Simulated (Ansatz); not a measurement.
Space group P6_3/mmc (No. 194). a = 2.775 Å, b = 2.775 Å, c = 4.484 Å, α = 90.00°, β = 90.00°, γ = 120.00°
```
atom site symmetry x y z
  Re    2c      -6m2  0.3333  0.6667  0.2500
```

Equation of state of this Re structure (not necessarily the ground state), with shape and atoms relaxed at each volume where symmetry leaves them free. It has no gap at any of these volumes. Computed with DFT PBE, scalar-relativistic, plane waves, PAW in Ansatz.

Plane waves to 420 eV, a k mesh through Γ of 18×18×10 on the computed 2-atom cell and Gaussian smearing (0.10 eV); no spin polarisation.

```csv
V (Å³/atom),E − E(largest V) (meV/atom),P (GPa)
14.054,12.99,25.84
14.502,-39.18,11.87
14.951,-55.27,-0.01
15.399,-40.67,-10.10
15.848,0.00,-18.66
```

**Question.** Fit a third-order Birch–Murnaghan equation to E(V).

**Answer.** V0 = 14.95 Å³/atom, B0 = 365 GPa, B0' = 4.4.

Spin-orbit coupling is left out, which matters for the bands of heavy elements.